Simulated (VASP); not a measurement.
Here is a VASP 6.6.1 calculation.

INCAR

```
SYSTEM = Au
PREC = Accurate ; ENCUT = 520
EDIFF = 1E-6 ; ISMEAR = 1
SIGMA = 0.1 ; LREAL = .FALSE.
LASPH = .TRUE. ; NELM = 100
ALGO = Normal ; ISIF = 2
LWAVE = .FALSE. ; LCHARG = .FALSE.
GGA = PS ; IBRION = 2
NSW = 60 ; EDIFFG = -0.01
```

File KPOINTS:

```
Automatic mesh
0
G
  10 10 10
  0 0 0
```

File POSCAR:

```
Au
1.0
    2.7484100000      0.0000000000      0.0000000000
    0.0000000000      2.7484100000      0.0000000000
    0.0000000000      0.0000000000      2.7484100000
Au
1
Direct
    0.5000000000      0.5000000000      0.5000000000
```

Potentials or basis: VASP PAW PBE potentials, release 64 (Au).

Command:

```bash
$ cat potpaw_PBE.64/Au/POTCAR > POTCAR
$ mpirun -np 1 vasp_std > vasp.out
```

Problem. What does it give for the band gap on the k mesh?

Solution. None (metal or under the smearing width).

Final structure:
```
Au
1.0
     2.74841    0.00000    0.00000
     0.00000    2.74841    0.00000
     0.00000    0.00000    2.74841
Au
1
Direct
  0.50000 0.50000 0.50000
```

Caveat: the relaxation stopped at its first step, so nothing moved. The run has no spin-orbit coupling, so splittings on Au are missing.
